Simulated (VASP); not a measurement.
MgS in VASP 6.6.1, single-point calculation

INCAR

```
ENCUT = 520
NBANDS = 44
LWAVE = .FALSE.
IBRION = -1
ISMEAR = -1
ISIF = 2
NELM = 120
NSW = 0
LCHARG = .FALSE.
METAGGA = TPSS
PREC = Accurate
LASPH = .TRUE.
SIGMA = 0.02
EDIFF = 1E-7
LREAL = .FALSE.
```

KPOINTS

```
KPOINTS created by Atomic Simulation Environment
0
Gamma
8 8 8
0 0 0
```

POSCAR

```
Mg S
 1.0000000000000000
     0.0000000000000000    2.5044813179999998    2.6015179370000001
     2.5044813179999998    0.0000000000000000    2.6015179370000001
     2.5044813179999998    2.5044813179999998    0.0000000000000000
 Mg  S
   1   1
Cartesian
  0.0000000000000000  0.0000000000000000  0.0000000000000000
  2.5044813179999998  2.5044813179999998  2.6015179369999997
```

The recommended PBE PAW datasets give the neutral cell 8 valence electrons.

Command

```
mpirun -np 1 vasp_std
```

OSZICAR

```
N       E                     dE             d eps       ncg     rms          rms(c)
DAV:   1     0.238224245869E+02    0.23822E+02   -0.29335E+03  5192   0.163E+02
DAV:   2    -0.149166619411E+02   -0.38739E+02   -0.36342E+02  6972   0.584E+01
DAV:   3    -0.162558754502E+02   -0.13392E+01   -0.13274E+01  6912   0.932E+00
DAV:   4    -0.162627992745E+02   -0.69238E-02   -0.69218E-02  6896   0.726E-01
DAV:   5    -0.162628507589E+02   -0.51484E-04   -0.51483E-04  6792   0.636E-02    0.585E+00
DAV:   6    -0.177318265926E+02   -0.14690E+01   -0.46084E+00  5224   0.621E+00    0.282E+00
DAV:   7    -0.176432351193E+02    0.88591E-01   -0.49516E-01  6432   0.111E+00    0.183E+00
DAV:   8    -0.176512646465E+02   -0.80295E-02   -0.23919E-02  6280   0.350E-01    0.143E+00
DAV:   9    -0.176377173454E+02    0.13547E-01   -0.26062E-02  5960   0.221E-01    0.319E-01
DAV:  10    -0.176379793221E+02   -0.26198E-03   -0.28717E-03  6324   0.952E-02    0.319E-01
DAV:  11    -0.176379245227E+02    0.54799E-04   -0.17039E-04  6000   0.235E-02    0.534E-01
DAV:  12    -0.176379669346E+02   -0.42412E-04   -0.14761E-05  5692   0.986E-03    0.118E-02
DAV:  13    -0.176379671667E+02   -0.23208E-06   -0.16868E-07  6516   0.874E-04    0.834E-03
DAV:  14    -0.176379684371E+02   -0.12704E-05   -0.41907E-08  5980   0.551E-04    0.129E-03
DAV:  15    -0.176379684770E+02   -0.39822E-07   -0.68515E-09  3348   0.125E-04
   1 F= -.17637968E+02 E0= -.17637968E+02  d E =-.101124E-10
```

Standard output (part)

```
POSCAR found type information on POSCAR MgS
 POSCAR found :  2 types and       2 ions
 LDA part: xc-table for (None), standard interpolation
 POSCAR, INCAR and KPOINTS ok, starting setup
 WAVECAR not read
 entering main loop
```

From OUTCAR

```
k-points           NKPTS =     59   k-points in BZ     NKDIM =     59   number of bands    NBANDS=     44

   NELECT =       8.0000    total number of electrons

   dimension x,y,z NGX =    28 NGY =   28 NGZ =   28
   dimension x,y,z NGXF=    56 NGYF=   56 NGZF=   56

  energy-cutoff  :      520.00
  volume of cell :       32.64
      direct lattice vectors                 reciprocal lattice vectors
     0.000000000  2.504481318  2.601517937    -0.199642136  0.199642136  0.192195484
     2.504481318  0.000000000  2.601517937     0.199642136 -0.199642136  0.192195484
     2.504481318  2.504481318  0.000000000     0.199642136  0.199642136 -0.192195484

 k-points in reciprocal lattice and weights: KPOINTS created by Atomic Simulation Env
   0.00000000  0.00000000  0.00000000       0.002
   0.12500000 -0.00000000  0.00000000       0.016
   0.25000000 -0.00000000  0.00000000       0.016
   0.37500000  0.00000000  0.00000000       0.016
   0.50000000 -0.00000000  0.00000000       0.008
   0.12500000  0.12500000  0.00000000       0.004
   0.25000000  0.12500000  0.00000000       0.016
   0.37500000  0.12500000  0.00000000       0.016
   ...

 E-fermi :   4.8162

 k-point     1 :       0.0000    0.0000    0.0000
  band No.  band energies     occupation
      1      -9.0629      2.00000
      2       4.2890      2.00000
      3       4.2890      2.00000
      4       4.4391      2.00000
      5       8.9997      0.00000
      6      12.2095      0.00000
      7      12.6091      0.00000
      8      12.6091      0.00000
      9      14.8175      0.00000
     10      15.3773      0.00000
     11      16.9944      0.00000
     12      17.8338      0.00000
     13      19.0554      0.00000
     14      19.0554      0.00000
     15      27.1227      0.00000
     16      32.1026      0.00000
     17      32.1026      0.00000
     18      33.1709      0.00000
     19      37.1660      0.00000
     20      38.1150      0.00000
     21      38.1212      0.00000
     22      38.1212      0.00000
     23      38.2904      0.00000
     24      40.5819      0.00000
     25      41.6784      0.00000
     26      41.6784      0.00000
     27      43.3070      0.00000
     28      43.4563      0.00000
     29      48.7544      0.00000
     30      48.7544      0.00000
     31      50.0800      0.00000
     32      50.5524      0.00000
     33      50.6355      0.00000
     34      51.0044      0.00000
     35      51.0044      0.00000
     36      54.8804      0.00000
     37      54.9500      0.00000
     38      54.9500      0.00000
     39      57.6637      0.00000
     40      57.6637      0.00000
     41      58.2361      0.00000
     42      59.2915      0.00000
     43      59.4867      0.00000
     44      59.5601      0.00000

 ...

  Total        2.0301279      2.0301279      0.8066624      0.0000000      0.0000000      0.0000000
  in kB       99.6647446     99.6647446     39.6013517      0.0000000      0.0000000      0.0000000
  external PRESSURE =      79.6436136 kB  Pullay stress =       0.0000000 kB

 POSITION                                       TOTAL-FORCE (eV/Angst)
 -----------------------------------------------------------------------------------
      0.00000      0.00000      0.00000        -0.000000      0.000000      0.000000
      2.50448      2.50448      2.60152         0.000000     -0.000000      0.000000
 -----------------------------------------------------------------------------------
    total drift:                               -0.000000     -0.000000      0.000000

  FREE ENERGIE OF THE ION-ELECTRON SYSTEM (eV)
  ---------------------------------------------------
  free  energy   TOTEN  =       -17.6379684770 eV

  energy  without entropy=      -17.6379684770  energy(sigma->0) =      -17.63796848
```

It converged. Results: gap between bands v and c on the k mesh 3.05 eV; least direct gap on the k mesh 4.56 eV; pressure 8.0 GPa. Band v is the last that the valence electrons fill when counted band by band, and c is the next.

For comparison, a separate PBE run of the intended cell, on usual settings and not on those above, gives a gap of 2.78 eV on its mesh and a pressure of 8.1 GPa.

The run above took about 5.7 min on one core of a shared host (Intel Xeon Platinum 8488C) and held 0.2 GiB at most.
